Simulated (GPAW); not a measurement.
Runs of GPAW 26.7.0 on TiTe2. Symmetry: P-3m1, No. 164, trigonal system. Conventional cell: a = 3.777 Å, b = 3.777 Å, c = 6.498 Å, α = 90.00°, β = 90.00°, γ = 120.00°. Te (site symmetry 3m) is surrounded by 3 Ti at 2.77 Å. Ti (site symmetry -3m) has 6 Te at 2.77 Å as nearest neighbours. 

```tsv
task	level	potentials or basis	spin	cell	band path	band points	spin axis theta (degrees)	spin axis phi (degrees)	soc after scf	gap on the mesh (eV)	pressure (GPa)	relaxed volume (Å³/atom)	largest force (eV/Å)
band structure	BP86	PAW data sets generated in the run's folder for this functional, pw	SOC, no magnetisation	as given	GMKGALHA,LM,KH	100	90	45	second variation	-	(a)	-	0.09
relaxation of cell and atoms	OLYP	PAW data sets generated in the run's folder for this functional, pw	off	relaxed	-	-	-	-	-	none	0.0	38.20	0.01
relaxation of cell and atoms	M06-L	GPAW PAW data sets (gpaw-data 1.2.1), pw	off	relaxed to -1 GPa	-	-	-	-	-	none	-1.1	-	0.03
relaxation of cell and atoms	PBEsol	PAW data sets generated in the run's folder for this functional, pw	off	relaxed	-	-	-	-	-	none	0.1	25.19	0.01
```

Alike in all rows: k mesh 6 × 6 × 3; cutoff (eV) 600; smearing fermi-dirac 0.05 eV.

Task: Fill in the values left out.

Result: (a) 1.0.

Caveats: later steps reuse the first step's grids (some runs); spin-orbit coupling was added after a scalar SCF, so levels and gaps hold it while energy, forces, pressure and moments don't (some runs); this program's spin-orbit splittings come out too wide for heavy elements (some runs); the volume moved by over 15 % at a fixed basis, so the end points are rough (some runs); this functional lacks dispersion, which binds the layers, so the pressure and a relaxed spacing across them are unreliable, and here the layers came unbound (some runs); the volume moved by +43 % from the deposited cell, more than functionals usually miss (some runs); the PAW data sets were made with another functional, which shifts forces and pressure a little (some runs).

A k mesh can miss the band edges, and rows without SOC leave out spin-orbit coupling on Te.

A gap of «none» marks a metal or a gap under the smearing width.

Runs at the PBE level aren't shown here.
